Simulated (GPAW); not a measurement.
Crystal: Cu.

```
Cu
1.0
     0.00000    1.80750    1.80750
     1.80750    0.00000    1.80750
     1.80750    1.80750    0.00000
Cu
1
Direct
  0.00000 0.00000 0.00000
```

Base run:

```yaml
Program: GPAW 26.7.0
Functional: LDA
Potentials_or_basis: the program's PAW data sets (release 1.2.1) made for this functional
Cutoff: 450 eV
Basis: pw
k_mesh: 10 × 10 × 10
Occupations: fermi-dirac, width 0.01 eV
Spin: no spin polarisation
```

Its results: band gap on the k mesh none (metal or under the smearing width); pressure -15.7 GPa.

The run is repeated on the same cell with these changes: cutoff from 450 eV to 500 eV. What comes out?

Band gap on the k mesh none (metal or under the smearing width); pressure -12.3 GPa.

Caveats: the cutoff is short for stress and forces, so pressures can be off by a GPa or more; so large a pressure means that the cell lies far from this level's equilibrium, or that cutoff or potentials fall short (some runs).

Not every run made on this cell is shown here.
